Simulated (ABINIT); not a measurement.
# Al (P6_3/mmc) in ABINIT: a series of runs

Runs on Al. Level: LDA. Tasks: relaxation of cell and atoms, single point.

Everything below comes from runs of ABINIT 10.8.3 (patched build). Logs are shortened: lines on timing, memory, paths and dates and some standing lists are left out, and cuts for length are marked. The log counts tension as positive stress, the text compression.

### Step 1. Starting point

It takes space group P6_3/mmc (No. 194, hexagonal). Conventional cell: a = 2.812 Å, b = 2.812 Å, c = 4.867 Å, α = 90.00°, β = 90.00°, γ = 120.00°. Al (site symmetry -6m2) is surrounded by 12 Al at 2.81 to 2.93 Å.

This isn't the form of Al at room conditions, which is fcc.

### Step 2. Relaxation of cell and atoms, LDA

File run.abi:

```
# Pseudopotentials
pp_dirpath "./"
pseudos "Al.upf"

# Structure
acell 3*1.0 Angstrom
rprim
     2.8124553515     0.0000000000     0.0000000000
    -1.4062276757     2.4356577814     0.0000000000
     0.0000000000     0.0000000000     4.8668500000
ntypat 1
znucl 13
natom 2
typat 1 1
chkprim 0
chksymtnons 0
tolsym 1.0e-6
xred
            1/3            2/3            1/4
            2/3            1/3            3/4

# Plane-wave basis
ecut 22.0
ecutsm 0.5

# k points
kptopt 1
ngkpt 8 8 4
nshiftk 1
shiftk 0.0 0.0 0.0

# Exchange and correlation
ixc 7

# Bands and occupations
nband 7
occopt 3
tsmear 0.05 eV

# SCF cycle
nstep 80
tolvrs 1.0e-12

# Output
iomode 3
prteig 0
prtebands 0
prtwf 0
prtden 0

# Relaxation
ionmov 2
optcell 2
ntime 50
tolmxf 2.0e-5
dilatmx 1.08
```

Potentials or basis: PseudoDojo NC SR LDA v0.4.1 standard.

Command:

```sh
$ mpirun --bind-to none -np 4 abinit run.abi > log 2>&1
```

run.abo:

```text
.Version 10.8.3 of ABINIT
 Symmetries : space group P6_3/m m c (#194); Bravais hP (primitive hexag.)
================================================================================
 Values of the parameters that define the memory need of the present run
     intxc =       0    ionmov =       2      iscf =       7    lmnmax =       6
     lnmax =       6     mgfft =      45  mpssoang =       3    mqgrid =    3001
     natom =       2  nloc_mem =       1    nspden =       1   nspinor =       1
    nsppol =       1      nsym =      24    n1xccc =    2501    ntypat =       1
    occopt =       3   xclevel =       1
       mpw =        1414          nfft =       32805          nkpt =          30
================================================================================
================================================================================

--------------------------------------------------------------------------------
------------- Echo of variables that govern the present computation ------------
--------------------------------------------------------------------------------
 -outvars: echo values of preprocessed input variables --------
            acell      1.8897261259E+00  1.8897261259E+00  1.8897261259E+00 Bohr
              amu      2.69815390E+01
          chkprim           0
      chksymtnons           0
          dilatmx      1.08000000E+00
             ecut      2.20000000E+01 Hartree
           ecutsm      5.00000000E-01 Hartree
           ionmov           2
              ixc           7
         kptrlatt        8    0    0      0    8    0      0    0    4
          kptrlen      3.67880544E+01
            natom           2
            nband           7
            ngfft          27      27      45
             nkpt          30
            nstep          80
             nsym          24
            ntime          50
           ntypat           1
           occopt           3
          optcell           2
           prtden           0
        prtebands           0
           prteig           0
            prtwf           0
            rprim      2.8124553515E+00  0.0000000000E+00  0.0000000000E+00
                      -1.4062276757E+00  2.4356577814E+00  0.0000000000E+00
                       0.0000000000E+00  0.0000000000E+00  4.8668500000E+00
          spgroup         194
           tolmxf      2.00000000E-05
           tolsym      1.00000000E-06
           tolvrs      1.00000000E-12
           tsmear      1.83746611E-03 Hartree
            typat      1  1
           xangst      3.3333281231E-11  1.6237718543E+00  1.2167125000E+00
                       1.4062276758E+00  8.1188592713E-01  3.6501375000E+00
            xcart      6.2990772404E-11  3.0684840955E+00  2.2992533990E+00
                       2.6573851779E+00  1.5342420478E+00  6.8977601969E+00
             xred      3.3333333333E-01  6.6666666667E-01  2.5000000000E-01
                       6.6666666667E-01  3.3333333333E-01  7.5000000000E-01
[... 330 lines left out ...]

---SELF-CONSISTENT-FIELD CONVERGENCE--------------------------------------------
[... 369 lines left out ...]
 Difference of energy with previous step (new-old):
           Absolute (Ha)=-9.80435E-07
           Relative     =-2.07668E-07

 At Broyd/MD step   7, gradients are converged :
  max grad (force/stress) = 3.5901E-06 < tolmxf= 2.0000E-05 ha/bohr (free atoms)

================================================================================

 ----iterations are completed or convergence reached----

 Mean square residual over all n,k,spin=   11.772E-13; max=  15.236E-11
 reduced coordinates (array xred) for    2 atoms
       0.333333333333      0.666666666667      0.250000000000
       0.666666666667      0.333333333333      0.750000000000
 rms dE/dt=  4.1223E-29; max dE/dt=  0.0000E+00; dE/dt below (all hartree)
    1       0.000000000000     -0.000000000000      0.000000000000
    2       0.000000000000      0.000000000000      0.000000000000

 cartesian coordinates (angstrom) at end:
    1      0.00000000003249     1.58280929479202     1.22310520022469
    2      1.37075305865704     0.79140464739601     3.66931560067406

 cartesian forces (hartree/bohr) at end:
    1     -0.00000000000000     0.00000000000000    -0.00000000000000
    2     -0.00000000000000    -0.00000000000000    -0.00000000000000
 frms,max,avg= 6.4968234E-30 1.1252828E-29   0.000E+00  0.000E+00  0.000E+00 h/b

 cartesian forces (eV/Angstrom) at end:
    1     -0.00000000000000     0.00000000000000    -0.00000000000000
    2     -0.00000000000000    -0.00000000000000    -0.00000000000000
 frms,max,avg= 3.3408009E-28 5.7864369E-28   0.000E+00  0.000E+00  0.000E+00 e/A
 length scales=  5.180695734163  5.180695734103  9.245335406393 bohr
              =  2.741506117282  2.741506117250  4.892420800899 angstroms
 Fermi (or HOMO) energy (hartree) =   0.29198   Average Vxc (hartree)=  -0.36969
 Eigenvalues (hartree) for nkpt=  30  k points:
 kpt#   1, nband=  7, wtk=  0.00391, kpt=  0.0000  0.0000  0.0000 (reduced coord)
  -0.12589    0.08841    0.10346    0.68638    0.72209    0.74021    0.74021
      occupation numbers for kpt#   1
   2.00000    2.00000    2.00000    0.00000    0.00000    0.00000    0.00000
 prteigrs : prtvol=0 or 1, do not print more k-points.

--- !EnergyTerms
iteration_state     : {dtset: 1, itime: 7, icycle: 1, }
comment             : Components of total free energy in Hartree
kinetic             :  1.76252255199038E+00
hartree             :  8.94429364697429E-03
xc                  : -2.24408796910386E+00
Ewald energy        : -5.46114683134922E+00
psp_core            :  3.20744872245728E-02
local_psp           :  3.23977254546754E-01
non_local_psp       :  8.56892547846366E-01
internal            : -4.72082366519803E+00
'-kT*entropy'       : -3.36864137334393E-04
total_energy        : -4.72116052933536E+00
total_energy_eV     : -1.28469322693025E+02
band_energy         :  7.56202540000613E-01
...

 Cartesian components of stress tensor (hartree/bohr^3)
  sigma(1 1)= -1.12501913E-09  sigma(3 2)=  0.00000000E+00
  sigma(2 2)= -1.12501808E-09  sigma(3 1)=  0.00000000E+00
  sigma(3 3)= -3.59013919E-08  sigma(2 1)= -3.06392335E-15

-Cartesian components of stress tensor (GPa)         [Pressure=  3.7415E-04 GPa]
- sigma(1 1)= -3.30992054E-05  sigma(3 2)=  0.00000000E+00
- sigma(2 2)= -3.30991748E-05  sigma(3 1)=  0.00000000E+00
- sigma(3 3)= -1.05625542E-03  sigma(2 1)= -9.01437373E-11

== END DATASET(S) ==============================================================
================================================================================

 -outvars: echo values of variables after computation  --------
            acell      5.1806957342E+00  5.1806957341E+00  9.2453354064E+00 Bohr
           etotal     -4.7211605293E+00
            fcart     -0.0000000000E+00  1.1252828222E-29 -0.0000000000E+00
                      -0.0000000000E+00 -1.1252828222E-29 -0.0000000000E+00
            rprim      1.0000000000E+00  0.0000000000E+00  0.0000000000E+00
                      -4.9999999999E-01  8.6602540379E-01  0.0000000000E+00
                       0.0000000000E+00  0.0000000000E+00  1.0000000000E+00
           strten     -1.1250191256E-09 -1.1250180847E-09 -3.5901391902E-08
                       0.0000000000E+00  0.0000000000E+00 -3.0639233540E-15
           xangst      3.2492481012E-11  1.5828092948E+00  1.2231052002E+00
                       1.3707530587E+00  7.9140464740E-01  3.6693156007E+00
             xred      3.3333333333E-01  6.6666666667E-01  2.5000000000E-01
                       6.6666666667E-01  3.3333333333E-01  7.5000000000E-01
 Calculation completed.
```

Wall time 13 s (4 MPI ranks of Arm Neoverse V1, shared host); peak memory 0.24 GiB.

Results:

```
Free energy                            : -128.4693 eV
Relaxed volume                         : 15.92 Å³/atom
Relaxed cell                           : a = 2.742 Å, b = 2.742 Å, c = 4.892 Å, α = 90.00°, β = 90.00°, γ = 120.00°
Space group after relaxing (to 0.05 Å) : P6_3/mmc (No. 194)
Energy gained by relaxing              : 16.9 meV/atom
Ionic steps                            : 7
Pressure after relaxing                : 0.0 GPa
Band gap on the k mesh                 : none (metal or under the smearing width)
```

The path:
```tsv
step	energy change (eV)	largest force (eV/Å)	pressure (GPa)	volume (Å³)
1	0.0000	0.0000	-3.59	33.34
2	-0.0113	0.0000	-2.86	32.97
3	0.0087	0.0000	5.57	30.25
4	-0.0334	0.0000	-0.23	31.91
5	-0.0338	0.0000	0.13	31.79
6	-0.0338	0.0000	0.11	31.80
7	-0.0338	0.0000	0.00	31.84
```

Final structure:
```
Al
1.0
     2.74151    0.00000    0.00000
    -1.37075    2.37421    0.00000
     0.00000    0.00000    4.89242
Al
2
Direct
  0.33333 0.66667 0.25000
  0.66667 0.33333 0.75000
```

### Step 3. Single point, LDA (cell relaxed)

File run.abi:

```
# Pseudopotentials
pp_dirpath "./"
pseudos "Al.upf"

# Structure
acell 5.1806957358 5.1806957283 9.2453353984
rprim
     1.0000000000     0.0000000000     0.0000000000
    -0.5000000007     0.8660254034     0.0000000000
     0.0000000000     0.0000000000     1.0000000000
ntypat 1
znucl 13
natom 2
typat 1 1
xred
     0.3333333300     0.6666666700     0.2500000000
     0.6666666700     0.3333333300     0.7500000000
chkprim 0
chksymtnons 0
tolsym 1.0e-6

# Plane-wave basis
ecut 22.0

# k points
kptopt 1
ngkpt 8 8 4
nshiftk 1
shiftk 0.0 0.0 0.0

# Exchange and correlation
ixc 7

# Bands and occupations
nband 7
occopt 3
tsmear 0.05 eV

# SCF cycle
nstep 100
tolvrs 1.0e-10

# Output
iomode 3
prtwf 0
prtden 0
prteig 0
prtebands 0
enunit 2
```

Potentials or basis: PseudoDojo NC SR LDA v0.4.1 standard.

Command:

```sh
$ mpirun --bind-to none -np 4 abinit run.abi > log 2>&1
```

It took 2.3 s on 4 MPI ranks of Arm Neoverse V1, shared host; peak memory 0.28 GiB.

It converged, with:

| Quantity | Value |
| --- | --- |
| Free energy | -128.4693 eV |
| Pressure | 0.0 GPa |
| Band gap on the k mesh | none (metal or under the smearing width) |
| Valence electrons inside the program's atomic spheres | Al 0.94 (radii [1.0584] Å) |

Levels at points of the mesh, in eV from the Fermi level:
```csv
k point,band 1,band 2,band 3,band 4,band 5,band 6,band 7
"(0.00, 0.00, 0.00)",-11.37,-5.54,-5.13,10.73,11.70,12.20,12.22
"(0.50, 0.00, 0.00)",-5.01,-4.99,0.38,0.62,1.19,1.42,6.79
"(0.00, 0.00, 0.50)",-9.84,-9.84,1.89,1.89,13.05,13.05,13.06
"(0.50, 0.00, 0.50)",-3.89,-3.89,-3.07,-3.07,7.38,7.39,7.66
```
